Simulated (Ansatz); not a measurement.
## Stress against strain in AgCl

```xyz
4
Lattice="1.8709 -5.5566 0.0000 1.8709 5.5566 0.0000 0.0000 0.0000 3.9240" Properties=species:S:1:pos:R:3 pbc="T T T"
Ag    1.8709    1.1496    2.9430
Ag    1.8709   -1.1496    0.9810
Cl    1.8709   -4.0613    0.9810
Cl    1.8709    4.0613    2.9430
```

Atom numbers follow the list: Ag1, Ag2, Cl3, Cl4.

Structure from Materials Project entry mp-570858 (possibly hypothetical), not relaxed further.

Theory: DFT, PBEsol, all-electron LAPW, scalar-relativistic in Ansatz 0.2.0.

Numerical set-up: a Γ-centred 9×9×8 k mesh, Fermi–Dirac smearing of 0.03 eV, basis error target 1 meV/atom, no spin polarisation.

The strain is applied along the Cartesian axes of the cell as listed (the other components stay zero). Fractional coordinates are held (clamped ions).

σ is the change of stress from the unstrained cell, which is at -2.88 GPa; tension is positive, so slopes are stress–strain coefficients at that pressure.

Only quantities that a quadratic follows smoothly over the whole series are listed; rougher ones are left out.

| εxx = εyy | σzz (GPa) | σxx (GPa) |
| --- | --- | --- |
| -0.0300 | -3.28 | -3.58 |
| -0.0200 | -2.05 | -2.28 |
| 0.0000 | 0.00 | 0.00 |
| 0.0100 | 0.85 | 0.99 |
| 0.0200 | 1.58 | 1.90 |
| 0.0300 | 2.23 | 2.72 |

Question: Fit the series and read off the stiffness at zero strain.

Answer: Least-squares fits y = p0 + p1 x + p2 x² to the rows give σzz (GPa): p1 = 91.5, p2 = -580; σxx (GPa): p1 = 105, p2 = -470. So C13 + C23 = 91 GPa and C11 + C12 = 105 GPa, for these axes.

Question: One run, at εxx = εyy = -0.0100, is withheld. Predict its row.

Answer: The fits give -0.98, -1.10; the run gave -0.96, -1.09.
